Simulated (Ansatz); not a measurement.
**CO2, one structure, two calculations**

Cell: a computed structure from the Materials Project (it need not be an observed phase) whose atoms were relaxed with PBE, the cell held.

```cif
data_CO2
_symmetry_space_group_name_H-M 'P4_2/mnm'
_symmetry_Int_Tables_number 136
_cell_length_a 4.2272
_cell_length_b 4.2272
_cell_length_c 4.6878
_cell_angle_alpha 90.000
_cell_angle_beta 90.000
_cell_angle_gamma 90.000
loop_
_atom_site_label
_atom_site_type_symbol
_atom_site_symmetry_multiplicity
_atom_site_Wyckoff_symbol
_atom_site_fract_x
_atom_site_fract_y
_atom_site_fract_z
C C 2 a 0.5000 0.5000 0.5000
O O 4 f 0.3046 0.6954 0.5000
```

One atom of each set is listed.

First run. Method: Kohn–Sham DFT in Ansatz, PBE, plane waves and PAW, scalar-relativistic, 420 eV cutoff, Γ-centred 8×8×7 k-points, Fermi–Dirac smearing 0.01 eV.

```csv
site,V_zz (10²¹ V/m²),η
C,-2.90,0.05
O,7.23,0.05
```

Second run. The same atoms and settings, except that the functional is r2SCAN and the cutoff is 500 eV.

(1) What does the second run give?

## Answers

(1) 

```json
{"site": "C", "V_zz": "-3.52", "η": "0.04", "change of V_zz": "-0.62"}
{"site": "O", "V_zz": "7.80", "η": "0.05", "change of V_zz": "+0.57"}
```

The largest change of V_zz is on C, from -2.90 to -3.52. In per cent, |V_zz| changes by +21 on C, +8 on O (all sites that start above 0.5).

For the second run: The largest force is 0.8 eV/Å, so the atoms aren't at the calculated equilibrium and relaxing them would move these values.
